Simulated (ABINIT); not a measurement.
Zn in ABINIT: the effect of functional

Zn:

```
Zn
1.0
     0.00000    1.96478    1.96478
     1.96478    0.00000    1.96478
     1.96478    1.96478    0.00000
Zn
1
Direct
  0.00000 0.00000 0.00000
```

This isn't the form of Zn at room conditions, which is hcp.

Alike in all runs:

- Program: ABINIT 10.8.3 (patched build)
- Task: band structure
- Potentials or basis: JTH PAW PBE v2.0
- Cutoff: 707 eV
- k mesh: 12 × 12 × 12
- Occupations: fermi-dirac, width 0.05 eV
- Spin: no spin polarisation

| functional | pressure (GPa) |
| --- | --- |
| LDA | -8.7 |
| PBEsol | -5.4 |
| BLYP | ? |
| AM05 | -5.5 |
| r2SCAN | -4.7 |
| SCAN | -6.3 |

Q: What does the run with functional BLYP give?

A: Pressure 6.1 GPa.

Caveats: the PAW data sets were made with another functional, which shifts forces and pressure a little.
